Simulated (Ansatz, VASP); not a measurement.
## SiC: VASP beside Ansatz

```
CELL_PARAMETERS angstrom
1.42060 -4.65699 0.00000
1.42060 4.65699 0.00000
0.00000 0.00000 2.95525
ATOMIC_POSITIONS crystal
Si 0.19500 0.80500 0.00000
Si 0.80500 0.19500 0.00000
C 0.09403 0.90597 0.50000
C 0.90597 0.09403 0.50000
```

Alike in both runs: task relaxation of cell and atoms; functional PBE; k mesh 6 × 6 × 6; occupations gaussian, width 0.1 eV; no spin polarisation.

|  | VASP | Ansatz |
| --- | --- | --- |
| version | VASP 6.6.1 | Ansatz 0.2.0 |
| potentials or method | VASP PAW PBE potentials, release 64 (Si, C) | scalar-relativistic, plane waves, PAW |
| plane-wave cutoff (eV) | 600 | 420 |
| valence electrons in the cell | 16 | 16 |

```tsv
	VASP	Ansatz	Ansatz less VASP
gap on the k mesh at the Fermi level, each at its own relaxed structure (eV)	none	none	-
relaxed volume (Å³/atom)	14.61	14.77	+0.157
relaxed cell length with the largest relative difference (Å)	3.159	3.161	+0.0018
energy change over the relaxation (meV/atom)	-2626	-2646	-19.6
```

A gap of «none» marks a metal or a gap that the smearing closes.

Caveats: the k mesh is coarse (spacing up to 0.39 Å⁻¹), so the values aren't converged; the volume moved by over 15 % at a fixed basis, so the end points are rough (VASP).
